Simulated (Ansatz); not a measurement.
# Searching the electronic states of TiO2, part 2 of 2

Is TiO2 magnetic at this level, in which order, and do all starts find it? Single-point runs from several starts follow. System: TiO$_{2}$, its experimental structure (space group I4_1/amd, primitive cell doubled); the cell holds 12 atoms. Source: COD entry 5000223.

Ansatz 0.2.0; DFT PBE+U, PAW, plane waves, scalar-relativistic; U − J = 3.8 eV on Ti d. The steps go on from the part before.

**3. Opposed moments ++--, plain SCF**

The COD cell was measured well above room temperature, so it is larger than a cold one.

Contents of input.yaml:

```yaml
crystal:
  lattice:
    - [-1.8946, 1.8946, 4.7685]
    - [1.8946, -1.8946, 4.7685]
    - [3.7892, 3.7892, -9.537]
  atoms:
    - { symbol: Ti, position: [0.0, 0.0, 0.0], spin: 1.0 }
    - { symbol: Ti, position: [0.0, 0.0, 0.5], spin: 1.0 }
    - { symbol: Ti, position: [0.75, 0.25, 0.25], spin: -1.0 }
    - { symbol: Ti, position: [0.75, 0.25, 0.75], spin: -1.0 }
    - { symbol: O, position: [0.2079, 0.2079, 0.0] }
    - { symbol: O, position: [0.2079, 0.2079, 0.5] }
    - { symbol: O, position: [0.9579, 0.4579, 0.25] }
    - { symbol: O, position: [0.9579, 0.4579, 0.75] }
    - { symbol: O, position: [0.5421, 0.0421, 0.25] }
    - { symbol: O, position: [0.5421, 0.0421, 0.75] }
    - { symbol: O, position: [0.7921, 0.7921, 0.0] }
    - { symbol: O, position: [0.7921, 0.7921, 0.5] }
magnetization:
  spin_polarized: true
hamiltonian:
  xc: pbe
  pseudopotentials: { kind: paw }
  hubbard: { sites: [{ species: Ti, l: d, u_eff: 3.8 }] }
basis:
  ecutwfc: 420
kpoints:
  mp_grid: { grid: [4, 4, 3] }
scf:
  occupations: { method: fermi_dirac, width: 0.05 }
  lower_state_search: "off"
output:
  forces: true
  stress: true
```

The run is started by

```bash
ansatz run input.yaml --threads 4 --pin off --max-ram 9216MiB --backend cpu --events-out ev --progress --plain --runs-dir out
```

The log of the run, shortened:

```text
Warning: crystal.symmetry: narrowed to the stabiliser of the k-point mesh — unitary ops 8 → 4, anti-unitary 8 → 4; excluded 8 operations that carry a point of the 4×4×3 mesh (shift [0, 0, 0]) off the mesh (the run samples exactly the mesh kpoints.mp_grid names, as under [...]
basis.fft_grid_basis auto: the FFT boxes are laid along the combinations [[1, 1, 1], [0, 1, 0], [-1, 1, 0]] of the cell's own vectors, 5.359, 5.470 and 5.359 Å long. The dense box has 36×40×36 points. Along the cell's own vectors, as sized, it would have 40×40×75, 2.31 times as many. [...]
[... 12 lines as in an earlier run ...]
Basis set: ecut = 420 eV, 2647 PW (Γ), FFT grids on a1+a2+a3, a2, −a1+a2, exchange–correlation on 72×80×72 points (8 copies of the dense FFT grid, shifted against one another)
[... 1 line as in an earlier run ...]
Symmetry: 4 space group operations
k-points: 17 of 48 (time reversal used)
[... 6 lines as in an earlier run ...]
Starting moments: Σ|m| = 4 μB on 4 of 12 sites
[... 2 lines as in an earlier run ...]
SCF iter   1: F=—  HF=-14542.798920 eV  |F-HF|=—  |Δ(HF+E_count)|=         —  Δρ=5.99e-2 (↑5.99e-2 ↓5.99e-2)  dr2=1.17e1  dr2_m=1.97e0  M=0.000 μB ∫|m|=1.071 μB  β_m=0.30  ethr=3.10e-3  ⟨swp⟩=4.7  Hψ=7878  notcnv=0  defer=10
[...]
[... 1 line as in an earlier run ...]
[...]
spin-set hold released at iteration 7 (site moments contracting): the magnetisation degrees of freedom join the quasi-Newton model from the next iteration; the mixer history was flushed
[...]
SCF iter  15: F=-14542.229185 eV  HF=-14542.229185 eV  |F-HF|=1.16e-10  |Δ(HF+E_count)|=   1.06e-8  Δρ=4.88e-7 (↑4.88e-7 ↓3.31e-7)  dr2=7.79e-10  dr2_m=6.11e-11  M=0.000 μB ∫|m|=0.000 μB  ethr=9.06e-12  ⟨swp⟩=1.0  Hψ=5179  notcnv=0
WARN: the starting moments were not kept: the SCF closed with an absolute magnetisation of 1.1e-5 μB, where they sum to 4 μB in size (4 sites). That is at most 0.1 of that sum. Measured as dr2_m measures the in/out step, that magnetisation stands 1.5e-11 eV from none, at or under the [...]
SCF converged after 15 iterations
Magnetization: 0.0000 μB (48.0000 up, 48.0000 down)
Absolute magnetization: 0.0000 μB (∫|ρ↑−ρ↓|, with the PAW one-centre terms)
Spin contamination: 0.0000 ħ² per cell (⟨S²⟩ above its minimum at these occupations)
[...]
Free energy (F): -14542.229185 eV
[...]
E sigma→0 (E₀):  -14542.229185 eV
Fermi energy:    8.889641 eV
[... 36 lines left out: energy terms, forces, stress ...]
Occupation matrices written to <dir>
```

Run time: 25 s. Hardware: 4 threads of Intel Xeon at 2.50GHz (Skylake/Cascade Lake), shared host; peak memory 0.7 GiB.

The run ends in the same state as step 2 (non-magnetic); it took 15 iterations.

**4. No spin polarisation**

input.yaml, as its differences from that of step 3:

```diff
@@ -6,6 +6,6 @@
   atoms:
-    - { symbol: Ti, position: [0.0, 0.0, 0.0], spin: 1.0 }
-    - { symbol: Ti, position: [0.0, 0.0, 0.5], spin: 1.0 }
-    - { symbol: Ti, position: [0.75, 0.25, 0.25], spin: -1.0 }
-    - { symbol: Ti, position: [0.75, 0.25, 0.75], spin: -1.0 }
+    - { symbol: Ti, position: [0.0, 0.0, 0.0] }
+    - { symbol: Ti, position: [0.0, 0.0, 0.5] }
+    - { symbol: Ti, position: [0.75, 0.25, 0.25] }
+    - { symbol: Ti, position: [0.75, 0.25, 0.75] }
     - { symbol: O, position: [0.2079, 0.2079, 0.0] }
@@ -18,4 +18,2 @@
     - { symbol: O, position: [0.7921, 0.7921, 0.5] }
-magnetization:
-  spin_polarized: true
 hamiltonian:
@@ -34 +32,5 @@
   stress: true
+  write_density: true
+  write_potential: true
+  elf: true
+  volumetric_format: npy
```

The run is started by

```bash
ansatz run input.yaml --threads 4 --pin off --max-ram 9216MiB --backend cpu --events-out ev --progress --plain --runs-dir out
```

The log of the run, shortened:

```text
[... 15 lines as in an earlier run ...]
Bands: 60, of which v1, the nominal top of the filled ones, is band 48 counted from 1 (47 counted from 0)
[... 7 lines as in an earlier run ...]
[...]
[... 2 lines as in an earlier run ...]
SCF iter   1: F=—  HF=-14544.042036 eV  |F-HF|=—  |Δ(HF+E_count)|=         —  Δρ=9.16e-2  dr2=1.22e1  ethr=3.10e-3  ⟨swp⟩=5.1  Hψ=3812  notcnv=0
[...]
SCF iter   9: F=-14542.229185 eV  HF=-14542.229185 eV  |F-HF|=4.91e-8  |Δ(HF+E_count)|=   2.18e-7  Δρ=5.45e-6  dr2=4.17e-8  ethr=1.04e-10  ⟨swp⟩=14.2  Hψ=7582  notcnv=0
[...]
SCF converged after 9 iterations
Free energy (F): -14542.229185 eV
[...]
E sigma→0 (E₀):  -14542.229185 eV
Fermi energy:    8.889689 eV
[... 41 lines left out: energy terms, forces, stress, bands ...]
Occupation matrices written to <dir>
```

Wall time 10 s (4 threads of Intel Xeon at 2.50GHz (Skylake/Cascade Lake), shared host); peak memory 0.64 GiB.

This is the state of step 2 again (non-magnetic), after 9 iterations.

**5. Spin on, no moments given (the program may seed its own), plain SCF**

input.yaml, as its differences from that of step 4:

```diff
@@ -32,5 +32,3 @@
   stress: true
-  write_density: true
-  write_potential: true
-  elf: true
-  volumetric_format: npy
+magnetization:
+  spin_polarized: true
```

The run is started by

```bash
ansatz run input.yaml --threads 4 --pin off --max-ram 9216MiB --backend cpu --events-out ev --progress --plain --runs-dir out
```

The log of the run, shortened:

```text
Warning: crystal.symmetry: narrowed to the stabiliser of the k-point mesh — unitary ops 16 → 8, anti-unitary 16 → 8; excluded 16 operations that carry a point of the 4×4×3 mesh (shift [0, 0, 0]) off the mesh (the run samples exactly the mesh kpoints.mp_grid names, as under [...]
[... 3 lines as in an earlier run ...]
band count auto-derived: 64 (N_el = 96.0; filled up to band 48; 60 by the electrons, moments and atoms)
[... 11 lines as in an earlier run ...]
Bands: 64, of which v1, the nominal top of the filled ones, is band 48 counted from 1 (47 counted from 0)
[... 10 lines as in an earlier run ...]
SCF iter   1: F=—  HF=-14544.042381 eV  |F-HF|=—  |Δ(HF+E_count)|=         —  Δρ=4.58e-2 (↑4.58e-2 ↓4.58e-2)  dr2=1.21e1  dr2_m=0.00e0  M=0.000 μB ∫|m|=0.000 μB  β_m=0.30  ethr=3.10e-3  ⟨swp⟩=5.6  Hψ=4159  notcnv=0  defer=1
[...]
[... 1 line as in an earlier run ...]
[...]
SCF iter  13: F=-14542.229185 eV  HF=-14542.229185 eV  |F-HF|=3.17e-9  |Δ(HF+E_count)|=   1.91e-7  Δρ=1.71e-6 (↑1.71e-6 ↓1.71e-6)  dr2=1.73e-8  dr2_m=0.00e0  M=0.000 μB ∫|m|=0.000 μB  ethr=1.04e-10  ⟨swp⟩=4.2  Hψ=3180  notcnv=0
[...]
SCF converged after 13 iterations
Magnetization: 0.0000 μB (48.0000 up, 48.0000 down)
Absolute magnetization: 0.0000 μB (∫|ρ↑−ρ↓|)
Spin contamination: 0.0000 ħ² per cell (⟨S²⟩ above its minimum at these occupations)
[...]
Free energy (F): -14542.229185 eV
[...]
E sigma→0 (E₀):  -14542.229185 eV
Fermi energy:    8.889660 eV
[... 36 lines left out: energy terms, forces, stress ...]
Occupation matrices written to <dir>
```

It took 12 s on 4 threads of Intel Xeon at 2.50GHz (Skylake/Cascade Lake), shared host; peak memory 0.73 GiB.

Nothing new: the 13 iterations lead to the state found in step 2 (non-magnetic).

**6. Parallel moments scaled by 1.5, plain SCF**

input.yaml, as its differences from that of step 5:

```diff
@@ -6,6 +6,6 @@
   atoms:
-    - { symbol: Ti, position: [0.0, 0.0, 0.0] }
-    - { symbol: Ti, position: [0.0, 0.0, 0.5] }
-    - { symbol: Ti, position: [0.75, 0.25, 0.25] }
-    - { symbol: Ti, position: [0.75, 0.25, 0.75] }
+    - { symbol: Ti, position: [0.0, 0.0, 0.0], spin: 1.5 }
+    - { symbol: Ti, position: [0.0, 0.0, 0.5], spin: 1.5 }
+    - { symbol: Ti, position: [0.75, 0.25, 0.25], spin: 1.5 }
+    - { symbol: Ti, position: [0.75, 0.25, 0.75], spin: 1.5 }
     - { symbol: O, position: [0.2079, 0.2079, 0.0] }
@@ -18,2 +18,4 @@
     - { symbol: O, position: [0.7921, 0.7921, 0.5] }
+magnetization:
+  spin_polarized: true
 hamiltonian:
@@ -32,3 +34,5 @@
   stress: true
-magnetization:
-  spin_polarized: true
+  write_density: true
+  write_potential: true
+  elf: true
+  volumetric_format: npy
```

The run is started by

```bash
ansatz run input.yaml --threads 4 --pin off --max-ram 9216MiB --backend cpu --events-out ev --progress --plain --runs-dir out
```

The log of the run, shortened:

```text
[... 15 lines as in an earlier run ...]
Bands: 63, of which v1, the nominal top of the filled ones, is band 48 counted from 1 (47 counted from 0)
[... 8 lines as in an earlier run ...]
Starting moments: Σ|m| = 6 μB on 4 of 12 sites
[... 2 lines as in an earlier run ...]
SCF iter   1: F=—  HF=-14541.107318 eV  |F-HF|=—  |Δ(HF+E_count)|=         —  Δρ=8.06e-2 (↑8.06e-2 ↓7.24e-2)  dr2=1.13e1  dr2_m=4.90e0  M=0.000 μB ∫|m|=2.092 μB  β_m=0.30  ethr=3.10e-3  ⟨swp⟩=5.6  Hψ=8018  notcnv=0
[...]
[... 1 line as in an earlier run ...]
[...]
spin-set hold released at iteration 7 (site moments contracting): the magnetisation degrees of freedom join the quasi-Newton model from the next iteration; the mixer history was flushed
[...]
SCF iter  15: F=-14542.229185 eV  HF=-14542.229185 eV  |F-HF|=3.64e-11  |Δ(HF+E_count)|=   3.86e-9  Δρ=3.90e-7 (↑3.90e-7 ↓3.48e-7)  dr2=8.43e-10  dr2_m=3.37e-12  M=0.000 μB ∫|m|=0.000 μB  ethr=6.56e-12  ⟨swp⟩=5.0  Hψ=10148  notcnv=0
WARN: the starting moments were not kept: the SCF closed with an absolute magnetisation of 4.7e-6 μB, where they sum to 6 μB in size (4 sites). That is at most 0.1 of that sum. Measured as dr2_m measures the in/out step, that magnetisation stands 1.5e-12 eV from none, at or under the [...]
SCF converged after 15 iterations
Magnetization: 0.0000 μB (48.0000 up, 48.0000 down)
Absolute magnetization: 0.0000 μB (∫|ρ↑−ρ↓|, with the PAW one-centre terms)
Spin contamination: 0.0000 ħ² per cell (⟨S²⟩ above its minimum at these occupations)
[...]
Free energy (F): -14542.229185 eV
[...]
E sigma→0 (E₀):  -14542.229185 eV
Fermi energy:    8.889640 eV
[... 41 lines left out: energy terms, forces, stress, bands ...]
Occupation matrices written to <dir>
```

It took 27 s on 4 threads of Intel Xeon at 2.50GHz (Skylake/Cascade Lake), shared host; peak memory 0.75 GiB.

Nothing new: the 15 iterations lead to the state found in step 2 (non-magnetic).

**7. All ends together**

```
step  iterations  state  moments of Ti1 Ti2 Ti3 Ti4 (μB)  total (μB)  gap (eV)  pressure (GPa)  above lowest (meV/atom)
   2          15      1              0.00 0.00 0.00 0.00        0.00      2.65             7.3                      0.0
   3          15      1              0.00 0.00 0.00 0.00        0.00      2.65             7.3                      0.0
   4           9      1              0.00 0.00 0.00 0.00        0.00      2.65             7.3                      0.0
   5          13      1              0.00 0.00 0.00 0.00        0.00      2.65             7.3                      0.0
   6          15      1              0.00 0.00 0.00 0.00        0.00      2.65             7.3                      0.0
```

States are numbered from the lowest. Starts by step: 2 parallel moments, plain SCF; 3 opposed moments ++--, plain SCF; 4 no spin polarisation; 5 spin on, no moments given (the program may seed its own), plain SCF; 6 parallel moments scaled by 1.5, plain SCF.

The 5 runs of this session took 1.7 min in all, from 10 s to 27 s each.

Decimal logarithm of the largest residual (eV) by iteration, counted through all cycles of a run:

```
iteration  step 2  step 3  step 4  step 5  step 6
        1     1.1     1.1     1.1     1.1     1.1
        2     0.4     0.4     0.4     0.4     0.4
        3     0.0     0.0    -0.1     0.0     0.1
        4    -0.5    -0.5    -1.0    -0.1    -0.1
        5    -0.7    -0.7    -2.0    -0.3    -0.4
        6    -0.9    -0.9    -3.5    -0.6    -0.6
        7    -1.2    -1.1    -5.0    -1.5    -0.8
        9    -2.7    -2.7    -7.4    -3.3    -2.4
       10    -2.7    -3.8       -    -4.4    -3.6
       11    -5.2    -4.7       -    -5.5    -3.2
       12    -6.7    -6.2       -    -6.6    -6.3
       14    -8.3    -8.1       -       -    -8.2
       15    -9.5    -9.1       -       -    -9.1
```

**8. What came out**

What follows sums up all 2 parts.

| quantity | value |
| --- | --- |
| distinct states | 1 from 5 converged runs |
| lowest state | non-magnetic |
| total moment | 0.00 μB per cell |
| gap on the k-mesh | 2.65 eV |
| pressure | 7.3 GPa |
| largest force | 0.051 eV/Å |

What this shows: Distinct end states: 1, from 5 converged runs. Spin polarisation gains nothing here: every starting moment dies out. A lower state than any found can't be excluded. The mesh has less symmetry than the lattice, which lowers the symmetry of the run.
